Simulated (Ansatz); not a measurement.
**How many bands does the GW gap of AlP (F-43m) need?**

Aim: see how the G0W0 gap of AlP (F-43m) on PBE moves with empty bands and screening cutoff, and what each rung costs.

Method: G0W0 on PBE, plane waves, PAW; PAW set soft_1, in Ansatz 0.2.0.

### 1. Starting point

The structure is cubic, space group F-43m (No. 216). The conventional cell has a = 5.473 Å, b = 5.473 Å, c = 5.473 Å, α = 90.00°, β = 90.00°, γ = 90.00°. Al has 4 P at 2.37 Å nearest. Nearest to P lie 4 Al at 2.37 Å. Farther neighbours are not listed.

The cell and positions are those that the Materials Project relaxed with its own functionals (PBE, PBE+U or r2SCAN), kept fixed.

### 2. 43 empty bands, screening to 60 eV

G0W0 replaces the xc potential by the self-energy, built once from these orbitals. Only a window of levels is corrected, while the sums run over the empty bands that the input names. This step takes PAW set soft_1 files.

The input, input.yaml:

```yaml
crystal:
  lattice:
    - [0.0, 2.736483713, 2.736483713]
    - [2.736483713, 0.0, 2.736483713]
    - [2.736483713, 2.736483713, 0.0]
  atoms:
    - { symbol: Al, position: [0.0, 0.0, 0.0] }
    - { symbol: P, position: [0.75, 0.75, 0.75] }
kpoints:
  mp_grid: { grid: [6, 6, 6] }
hamiltonian:
  xc: pbe
  pseudopotentials: { kind: paw, azcp: { folder: soft_1 } }
scf:
  occupations: { method: fixed }
gw:
  n_empty_bands: 43
  ecut_chi: 60
  qp_bands: [v2, c2]
  qp_kpoints: band_edges
  screening: { model: contour_deformation }
```

Run with:

```sh
$ ansatz run input.yaml --threads 3 --pin off --max-ram 92160MiB --backend cuda --events-out ev --progress --plain --runs-dir out --devices 1 --max-vram 13GiB
```

Numbers of over 12 decimals in the logs are rounded to 6 here.

Log:

```text
GPUs: using 1 of 1 available (devices: 1).
Engine: ansatz 0.2.0, x86_64-unknown-linux-gnu
Pseudopotentials: kind: paw
Pseudopotential: Al, paw, valence charge 3, recommended cutoff 420 eV (normal), soft_1/Al.paw.azcp
Pseudopotential: P, paw, valence charge 5, recommended cutoff 420 eV (normal), soft_1/P.paw.azcp
Functional definition: PBE
  parameter kappa = 0.804
  parameter beta = 0.066725
  exchange = pbe_x(kappa = kappa, mu = beta*pi^2/3)
  correlation = pbe_c(beta = beta)
device memory: the entry about to start is reckoned to put 0.4 GiB on a device that reports 50.3 GiB free (of which the cap on the GPU budget leaves the run 13.0 GiB)
GPU FFT provider: cuFFT
GPU libraries: cuBLAS 13.8.2, cuFFT 12.4.0, cuSOLVER 12.3.4
Crystal: 2 atoms, lattice volume = 40.983 Å³
Basis set: ecut = 420 eV, 821 PW (Γ)
Bands: 8, of which v1, the nominal top of the filled ones, is band 4 counted from 1 (3 counted from 0)
Symmetry: 24 space group operations
Space group: F-43m (ITA 216), of the structure as read, at distance tolerance 3.4e-5 Å
k-points: 16 of 216 (time reversal used)
Non-local potential: Al, projectors of the file, l = 0: 2, l = 1: 2, l = 2: 1
Non-local potential: P, projectors of the file, l = 0: 2, l = 1: 2, l = 2: 1
PAW form: soft (Blöchl's): semilocal exchange-correlation on the pseudo side does not see the compensation charge
PAW one-centre angular grid: Al, 110 points (default); XC on 64 Gauss nodes
PAW one-centre angular grid: P, 110 points (default); XC on 64 Gauss nodes
Initial density: superposition of atomic densities (chi_scale 0.1, normalization cell, long waves kept (reshape's long-wave potential 0.00 eV rms))
Initial wavefunctions: pseudopotential atomic-orbital guess
GPU buffer pool allocated for 19683 grid points (all kernels)
GPU transforms: local potential and band sums: pruned to the plane-wave sphere, on 25×25×25
Functional: x = pbe(κ = 0.804, μ = 0.219515), c = pbe(β = 0.066725)
SCF iter   1: F=—  HF=-1294.709887 eV  |F-HF|=—  |Δ(HF+E_count)|=         —  Δρ=4.45e-2  dr2=1.06e0  ethr=3.10e-3  ⟨swp⟩=5.2  Hψ=950  notcnv=0  defer=27
preconditioner: auto → none  [insulator: Δε(μ)=2.162 eV  Ē_g=10.187 eV  n_scr=8 (ndim 8)  ℏωp=16.4 eV  f_vac=0.000  ε∞_Penn≈3.6]
SCF iter   2: F=—  HF=-1294.449157 eV  |F-HF|=—  |Δ(HF+E_count)|=   2.61e-1  Δρ=1.89e-2  dr2=1.03e-1  ethr=3.10e-3  ⟨swp⟩=3.2  Hψ=373  notcnv=0  defer=26
SCF iter   3: F=—  HF=-1294.434793 eV  |F-HF|=—  |Δ(HF+E_count)|=   1.44e-2  Δρ=6.30e-3  dr2=1.31e-2  ethr=1.28e-3  ⟨swp⟩=1.6  Hψ=146  notcnv=0  defer=26
SCF iter   4: F=—  HF=-1294.433506 eV  |F-HF|=—  |Δ(HF+E_count)|=   1.29e-3  Δρ=4.62e-4  dr2=7.15e-5  ethr=1.64e-4  ⟨swp⟩=2.8  Hψ=197  notcnv=0  defer=27
SCF iter   5: F=—  HF=-1294.433553 eV  |F-HF|=—  |Δ(HF+E_count)|=   4.66e-5  Δρ=8.29e-5  dr2=1.45e-6  ethr=8.93e-7  ⟨swp⟩=2.3  Hψ=213  notcnv=0  defer=26
SCF iter   6: F=-1294.433554 eV  HF=-1294.433554 eV  |F-HF|=1.57e-8  |Δ(HF+E_count)|=   1.44e-6  Δρ=7.58e-6  dr2=4.19e-8  ethr=1.25e-9  ⟨swp⟩=7.1  Hψ=900  notcnv=0
SCF 1 converged in 6 iterations: F = -1294.433554 eV  dr2 = 4.19e-8
  greatest PAW one-centre occupation: 0.773 electrons in one spin orbital (limit 2), on the P atom at site 1 (counted from 0), in its partial waves of l = 0
device memory: the entry about to start is reckoned to put 0.4 GiB on a device that reports 49.7 GiB free (of which the cap on the GPU budget leaves the run 13.0 GiB)
NSCF: frozen V_eff on 16 k-points, pencils in batches of 32, up to order 32
the band table was solved once the SCF had ended and its energy, with any forces and stress, was formed, with the checks that follow a solve (1117 applications of the Hamiltonian). They found nothing against the state; the energy, forces and stress were not computed again (output.eigenvalues in the input reference)
device memory: the entry about to start is reckoned to put 1.1 GiB on a device that reports 49.8 GiB free (of which the cap on the GPU budget leaves the run 13.0 GiB)
NSCF: frozen V_eff on 16 k-points
G₀W₀ screening: q 1/16
[... further progress lines ...]
device memory: the entry about to start is reckoned to put 0.3 GiB on a device that reports 49.6 GiB free (of which the cap on the GPU budget leaves the run 13.0 GiB)
NSCF: frozen V_eff on 1 k-points
device memory: the entry about to start is reckoned to put 0.3 GiB on a device that reports 49.6 GiB free (of which the cap on the GPU budget leaves the run 13.0 GiB)
NSCF: frozen V_eff on 1 k-points
SCF converged after 6 iterations
Free energy (F): -1294.433554 eV
Harris-Foulkes:  -1294.433554 eV  (|F-HF|=1.57e-8)
Internal energy: -1294.433554 eV  (E = F + TS)
E sigma→0 (E₀):  -1294.433554 eV
Fermi energy:    4.968858 eV
--- Per-component energies (eV) ---
  E_band       = 4.374641
  E_kinetic    = 92.049474
  E_local      = -78.961911  (includes V_loc(G=0)·N_el)
  E_nonlocal   = 42.565589
  E_hartree    = 25.246758
  E_xc         = -110.883637
  E_vxc        = -90.506373  (∫ρ·V_xc dr)
  E_paw        = -1027.729887  (= ΣΔE_a)
  E_vpaw       = -11.263795  (= ΣTr[D̂ρ^β])
  E_aug_tail   = -0.000002  (compensation charges beyond the density's cutoff)
  E_ewald      = -236.719938
  E_smearing   = -0.000000  (= −TS)
  E_closure    = 0.000000  (closes the sum)
  Σ components = -1294.433554   (vs F -1294.433554, Δ=0.00e0)
--- Band table (eV; the first three rows and the last of 16) ---
  k-point 0: bands = ["-6.4889", "4.9689", "4.9689", "4.9689", "8.2158", "9.5195", "9.5195", "9.5195"]
  k-point 1: bands = ["-6.1886", "3.1052", "4.7288", "4.7288", "8.5645", "9.9496", "9.9496", "10.5929"]
  k-point 2: bands = ["-5.4075", "0.6571", "4.3604", "4.3604", "7.9971", "10.0045", "10.0045", "12.8646"]
  k-point 15: bands = ["-4.1372", "-0.0484", "2.0882", "2.3296", "8.2855", "9.2690", "12.5869", "12.9299"]
--- G₀W₀: contour deformation, 6 samples at zero and on the imaginary axis and 2 off it, 216 q-points, 43 empty bands' worth ---
  eigenvalues of the whole cell's RPA ε∞ on this k-mesh (on a slab, of 1 + 4πα/V) = 8.3824, 8.3824, 8.3824; static W/v taken at q = 0 is 0.119298
  bands read: the sum over 47 bands ends inside a degenerate multiplet in 1 slot, whose members it reads at an even weight; the widest, k=1: bands 47 to 48 (counted from 1) at 1/2 each
  gw.qp_kpoints: band_edges: 9 of 16 stored k-points solved, in 1 pass; an edge of the gap read off the rows below is read off those points alone
    valence top: of the k-points left out ik 7 came nearest to being solved in a further pass, in band 4 (counted from 1, as in the quasiparticle table): it holds the edge there only if its correction is more favourable than any solved in that band by at least 0.815 eV; those differ by 0.185 eV
    conduction bottom: of the k-points left out ik 10 came nearest to being solved in a further pass, in band 5 (counted from 1, as in the quasiparticle table): it holds the edge there only if its correction is more favourable than any solved in that band by at least 0.693 eV; those differ by 0.377 eV
    ik  band        ε_KS         Σx   Σc(E_QP)       V_xc       Z   E_QP_lin       E_QP  E_QP is
     0     3      4.9689   -15.8228     1.7453   -13.8078  0.7656     4.6984     4.6992  root
     0     4      4.9689   -15.8228     1.7453   -13.8078  0.7656     4.6984     4.6992  root
     0     5      8.2158    -8.6122    -3.9139   -13.1066  0.7793     8.8003     8.7964  root
     0     6      9.5195    -6.3581    -4.1654   -11.0929  0.7693    10.0936    10.0889  root
     1     3      4.7288   -15.7540     1.8020   -13.6615  0.7640     4.4374     4.4383  root
     1     4      4.7288   -15.7540     1.8020   -13.6615  0.7640     4.4374     4.4383  root
     1     5      8.5645    -7.5207    -3.9493   -12.0251  0.7774     9.1235     9.1197  root
     1     6      9.9496    -6.3186    -4.3044   -11.2008  0.7636    10.5331    10.5275  root
     2     3      4.3604   -15.7920     1.9385   -13.5285  0.7608     4.0343     4.0355  root
     2     4      4.3604   -15.7920     1.9385   -13.5285  0.7608     4.0343     4.0355  root
     2     5      7.9971    -7.3840    -3.7818   -11.6851  0.7820     8.5194     8.5164  root
     2     6     10.0045    -5.7065    -4.3211   -10.5591  0.7657    10.5405    10.5359  root
     3     3      4.2117   -15.8420     2.0022   -13.5010  0.7594     3.8716     3.8729  root
     3     4      4.2117   -15.8420     2.0022   -13.5010  0.7594     3.8716     3.8729  root
     3     5      7.7588    -7.4525    -3.7143   -11.6782  0.7834     8.2729     8.2701  root
     3     6      9.7797    -5.4754    -4.2529   -10.2328  0.7696    10.2882    10.2841  root
     4     3      4.2311   -15.5239     1.9313   -13.2527  0.7602     3.8898     3.8911  root
     4     4      4.2311   -15.5239     1.9313   -13.2527  0.7602     3.8898     3.8911  root
     4     5      8.5563    -6.2211    -3.9080   -10.6017  0.7787     9.0317     9.0290  root
     4     6      9.6145    -7.8141    -4.1683   -12.5591  0.7671    10.1964    10.1912  root
     6     3      2.9844   -15.3477     2.2958   -12.6378  0.7473     2.5675     2.5702  root
     6     4      3.7810   -15.6524     2.1188   -13.1544  0.7556     3.4000     3.4019  root
     6     5      8.2803    -6.2623    -3.8444   -10.5447  0.7814     8.7206     8.7183  root
     6     6     10.0320    -6.5539    -4.2340   -11.3126  0.7648    10.5614    10.5567  root
[...]
9     3      3.2566   -15.5510     2.3080   -12.8165  0.7497     2.8274     2.8301  root
     9     4      3.2566   -15.5510     2.3080   -12.8165  0.7497     2.8274     2.8301  root
     9     5      7.1949    -5.7320    -3.6004    -9.6500  0.7881     7.5135     7.5125  root
     9     6      8.1565    -5.7777    -3.8103    -9.9979  0.7848     8.5683     8.5664  root
    12     3      2.8844   -15.6099     2.4602   -12.6954  0.7449     2.4267     2.4301  root
    12     4      2.8844   -15.6099     2.4602   -12.6954  0.7449     2.4267     2.4301  root
    12     5      6.5613    -5.3173    -3.4845    -9.0374  0.7919     6.7974     6.7969  root
    12     6      7.4389    -6.1548    -3.6017   -10.1658  0.7881     7.8499     7.8482  root
```

The job ended after 9.4 s (1 × NVIDIA H100 80GB HBM3 (shared by 6 runs) with 3 threads of AMD EPYC 7R13 (Zen 3), shared host; peak memory 0.97 GiB).

Reading the cycles: dr2 is the Hartree energy of the density residual (eV), the measure of convergence; HF is the Harris–Foulkes estimate of the energy, which meets the free energy F at convergence.

This step gave:

```yaml
bands_summed: 47
rpa_eps_infinity_on_this_mesh_eigenvalues: 8.382, 8.382, 8.382
plane_waves_in_the_screening_matrix: 51
q_points_in_the_mesh: 216
g0w0_gap_on_the_mesh: 2.098 eV
k_of_the_valence_top: 0, 0, 0
k_of_the_conduction_bottom: 0, -0.5, -0.5
starting_gap_on_the_mesh: 1.592 eV
z_at_the_valence_top: 0.7656
z_at_the_conduction_bottom: 0.7919
least_direct_g0w0_gap_on_the_computed_points: 4.097 eV
```

The gap on the mesh goes from 1.59 eV to 2.10 eV, a correction of +0.51 eV. Between the two edge states, bare exchange in place of the xc potential would open the gap by 5.74 eV, and correlation takes back 5.23 eV.

### 3. 122 empty bands, screening to 120 eV

Bands and screening cutoff are moved together, since each hides the error of the other.

Changes to input.yaml since step 2:

```diff
@@ -16,4 +16,4 @@
 gw:
-  n_empty_bands: 43
-  ecut_chi: 60
+  n_empty_bands: 122
+  ecut_chi: 120
   qp_bands: [v2, c2]
```

Log:

```text
GPUs: using 1 of 1 available (devices: 1).
[...]
GPU FFT provider: cuFFT
GPU libraries: cuBLAS 13.8.2, cuFFT 12.4.0, cuSOLVER 12.3.4
Crystal: 2 atoms, lattice volume = 40.983 Å³
Basis set: ecut = 420 eV, 821 PW (Γ)
Bands: 8, of which v1, the nominal top of the filled ones, is band 4 counted from 1 (3 counted from 0)
Symmetry: 24 space group operations
[...]
k-points: 16 of 216 (time reversal used)
[...]
GPU buffer pool allocated for 19683 grid points (all kernels)
[...]
SCF iter   1: F=—  HF=-1294.709887 eV  |F-HF|=—  |Δ(HF+E_count)|=         —  Δρ=4.45e-2  dr2=1.06e0  ethr=3.10e-3  ⟨swp⟩=5.2  Hψ=950  notcnv=0  defer=27
[...]
SCF iter   6: F=-1294.433554 eV  HF=-1294.433554 eV  |F-HF|=1.57e-8  |Δ(HF+E_count)|=   1.44e-6  Δρ=7.58e-6  dr2=4.19e-8  ethr=1.25e-9  ⟨swp⟩=7.1  Hψ=900  notcnv=0
SCF 1 converged in 6 iterations: F = -1294.433554 eV  dr2 = 4.19e-8
[...]
NSCF: frozen V_eff on 16 k-points, pencils in batches of 32, up to order 32
[...]
NSCF: frozen V_eff on 16 k-points
G₀W₀ screening: q 1/16
[... further progress lines ...]
[...]
SCF converged after 6 iterations
Free energy (F): -1294.433554 eV
[...]
Internal energy: -1294.433554 eV  (E = F + TS)
E sigma→0 (E₀):  -1294.433554 eV
Fermi energy:    4.968858 eV
[...]
--- Band table (eV; the first three rows and the last of 16) ---
[...]
0     3      4.9689   -15.8228     1.3809   -13.8078  0.7612     4.3306     4.3348  root
     0     4      4.9689   -15.8228     1.3809   -13.8078  0.7612     4.3306     4.3348  root
     0     5      8.2158    -8.6122    -4.1759   -13.1066  0.7762     8.5355     8.5343  root
     0     6      9.5195    -6.3581    -4.3895   -11.0929  0.7673     9.8665     9.8648  root
     1     3      4.7288   -15.7540     1.4498   -13.6615  0.7597     4.0816     4.0861  root
     1     4      4.7288   -15.7540     1.4498   -13.6615  0.7597     4.0816     4.0861  root
     1     5      8.5645    -7.5207    -4.1847   -12.0251  0.7749     8.8855     8.8843  root
     1     6      9.9496    -6.3186    -4.5357   -11.2008  0.7614    10.2982    10.2962  root
[...]
12     3      2.8844   -15.6099     2.1807   -12.6954  0.7418     2.1414     2.1506  root
    12     4      2.8844   -15.6099     2.1807   -12.6954  0.7418     2.1414     2.1506  root
    12     5      6.5613    -5.3173    -3.6410    -9.0374  0.7906     6.6404     6.6403  root
    12     6      7.4389    -6.1548    -3.7910   -10.1658  0.7864     7.6594     7.6589  root
```

Wall time 18 s (1 × NVIDIA H100 80GB HBM3 (shared by 6 runs) with 3 threads); peak memory 1 GiB; 14 s of CPU time.

This step gave:

```yaml
bands_summed: 126
rpa_eps_infinity_on_this_mesh_eigenvalues: 8.327, 8.327, 8.327
plane_waves_in_the_screening_matrix: 113
q_points_in_the_mesh: 216
g0w0_gap_on_the_mesh: 2.306 eV
k_of_the_valence_top: 0, 0, 0
k_of_the_conduction_bottom: 0, -0.5, -0.5
starting_gap_on_the_mesh: 1.592 eV
z_at_the_valence_top: 0.7612
z_at_the_conduction_bottom: 0.7906
least_direct_g0w0_gap_on_the_computed_points: 4.200 eV
```

Against the run with 6×6×6 mesh, 43 empty bands, screening to 60 eV, PAW set soft_1 files, the gap moves by +0.21 eV.

### 4. 263 empty bands, screening to 200 eV

Changes to input.yaml since step 3:

```diff
@@ -16,4 +16,4 @@
 gw:
-  n_empty_bands: 122
-  ecut_chi: 120
+  n_empty_bands: 263
+  ecut_chi: 200.0
   qp_bands: [v2, c2]
```

Log:

```text
GPUs: using 1 of 1 available (devices: 1).
[...]
GPU FFT provider: cuFFT
GPU libraries: cuBLAS 13.8.2, cuFFT 12.4.0, cuSOLVER 12.3.4
Crystal: 2 atoms, lattice volume = 40.983 Å³
Basis set: ecut = 420 eV, 821 PW (Γ)
Bands: 8, of which v1, the nominal top of the filled ones, is band 4 counted from 1 (3 counted from 0)
Symmetry: 24 space group operations
[...]
k-points: 16 of 216 (time reversal used)
[...]
1     6      9.9496    -6.3186    -4.6132   -11.2008  0.7611    10.2198    10.2187  root
[...]
12     3      2.8844   -15.6099     2.0793   -12.6954  0.7413     2.0370     2.0492  root
    12     4      2.8844   -15.6099     2.0793   -12.6954  0.7413     2.0370     2.0492  root
    12     5      6.5613    -5.3173    -3.6935    -9.0374  0.7904     6.5879     6.5879  root
    12     6      7.4389    -6.1548    -3.8535   -10.1658  0.7861     7.5967     7.5964  root
[key lines of the parts left out:]
SCF converged after 6 iterations
Free energy (F): -1294.433554 eV
Fermi energy:    4.968858 eV
```

Wall time 25 s (1 × NVIDIA H100 80GB HBM3 (shared by 6 runs) with 3 threads); peak memory 1.2 GiB.

Numbers from this step:

| Item | Value |
| --- | --- |
| bands summed | 267 |
| RPA ε∞ on this mesh (eigenvalues) | 8.327, 8.327, 8.327 |
| plane waves in the screening matrix | 259 |
| G0W0 gap on the mesh | 2.387 eV |
| k of the valence top | 0, 0, 0 |
| k of the conduction bottom | 0, -0.5, -0.5 |
| starting gap on the mesh | 1.592 eV |
| least direct G0W0 gap on the computed points | 4.229 eV |

Against the run with 6×6×6 mesh, 122 empty bands, screening to 120 eV, PAW set soft_1 files, the gap moves by +0.08 eV.

### 5. Changing the k mesh: 4×4×4 mesh, 122 empty bands, screening to 120 eV, PAW set soft_1 files

Only the mesh changes. It samples the long-range screening, which converges on its own terms. Bands and cutoff differ from the step before, so it is read against an earlier run that matches them.

Changes to input.yaml since step 4:

```diff
@@ -9,3 +9,3 @@
 kpoints:
-  mp_grid: { grid: [6, 6, 6] }
+  mp_grid: { grid: [4, 4, 4] }
 hamiltonian:
@@ -16,4 +16,4 @@
 gw:
-  n_empty_bands: 263
-  ecut_chi: 200.0
+  n_empty_bands: 122
+  ecut_chi: 120
   qp_bands: [v2, c2]
```

Log:

```text
GPUs: using 1 of 1 available (devices: 1).
[...]
GPU FFT provider: cuFFT
GPU libraries: cuBLAS 13.8.2, cuFFT 12.4.0, cuSOLVER 12.3.4
Crystal: 2 atoms, lattice volume = 40.983 Å³
Basis set: ecut = 420 eV, 821 PW (Γ)
Bands: 8, of which v1, the nominal top of the filled ones, is band 4 counted from 1 (3 counted from 0)
Symmetry: 24 space group operations
[...]
k-points: 8 of 64 (time reversal used)
[...]
1     6     10.1172    -5.9864    -4.6498   -10.9508  0.7615    10.4335    10.4319  root
[...]
6     3      2.9103   -15.7255     2.2991   -12.6894  0.7436     2.1645     2.1735  root
     6     4      2.9103   -15.7255     2.2991   -12.6894  0.7436     2.1645     2.1735  root
     6     5      6.5740    -5.1774    -3.7872    -9.0179  0.7898     6.6272     6.6272  root
     6     6      7.4545    -6.0240    -3.9272   -10.1495  0.7857     7.6533     7.6529  root
[key lines of the parts left out:]
SCF converged after 6 iterations
Free energy (F): -1294.346462 eV
Fermi energy:    5.002941 eV
```

Elapsed: 13 s, on 1 × NVIDIA H100 80GB HBM3 (shared by 6 runs) with 3 threads; peak memory 1 GiB.

This step gave:

```yaml
bands_summed: 126
rpa_eps_infinity_on_this_mesh_eigenvalues: 10.81, 10.81, 10.81
plane_waves_in_the_screening_matrix: 113
g0w0_gap_on_the_mesh: 2.261 eV
k_of_the_valence_top: 0, 0, 0
k_of_the_conduction_bottom: 0, -0.5, -0.5
starting_gap_on_the_mesh: 1.571 eV
least_direct_g0w0_gap_on_the_computed_points: 4.187 eV
```

Against the run with 6×6×6 mesh, 122 empty bands, screening to 120 eV, PAW set soft_1 files, the gap moves by −0.04 eV, while the start moved by −0.02 eV.

(Continued in part 2 of 2.)

[Paths, hosts, dates, memory and timing lines, banners, echoed tables and standing remarks are left out of the program output.]

[Logs are printed without paths, hosts, clocks, repeated set-up lines and the standing remarks that a program may print on its own settings, such as how far it seeks lower states.]

[Runs of the session that timed out or met a known fault of the program may be left out.]

[Cells called generated may have been cut or substituted from an entry of the Crystallography Open Database or the Materials Project.]

[Hosts, paths, dates, database ids (printed as entryN), source tags and the programs' standing remarks are cut or masked in the printed files.]
